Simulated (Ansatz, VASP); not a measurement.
## Two plane-wave programs on Si16Ge (a cell with a defect)

```
Si Ge
1.0
     0.00000    5.43000    5.43000
     5.43000    0.00000    5.43000
     5.43000    5.43000    0.00000
Si Ge
16 1
Direct
  0.97569 0.07345 0.97586
  0.12753 0.13827 0.12781
  0.01849 0.98626 0.49816
  0.12762 0.13830 0.60728
  0.01233 0.51021 0.01251
  0.10233 0.69344 0.10262
  0.01206 0.51027 0.46625
  0.16012 0.61437 0.61314
  0.49790 0.98627 0.01877
  0.60709 0.13829 0.12786
  0.49787 0.98621 0.49812
  0.64991 0.05067 0.65019
  0.46588 0.51026 0.01233
  0.61292 0.61438 0.16038
  0.52344 0.43039 0.52364
  0.61328 0.61428 0.61347
  0.81252 0.56350 0.81296
```

Alike in both runs: functional PBE; k mesh 2 × 2 × 2; occupations gaussian, width 0.05 eV; no spin polarisation.

Ansatz relaxed the structure, and its values are those at the end. VASP's run is a single point on that final structure, the one shown.

|  | VASP | Ansatz |
| --- | --- | --- |
| version | VASP 6.6.1 | Ansatz 0.2.0 |
| potentials or method | VASP PAW PBE potentials, release 64 (Si, Ge_d) | scalar-relativistic, plane waves, PAW |
| plane-wave cutoff (eV) | 520 | 420 |
| valence electrons in the cell | 78 | 78 |

```tsv
	VASP	Ansatz	Ansatz less VASP
rms of the force components (eV/Å)	0.006	0.006	+0.0001
```

Caveats: the k mesh is coarse (spacing up to 0.50 Å⁻¹), so the values aren't converged.
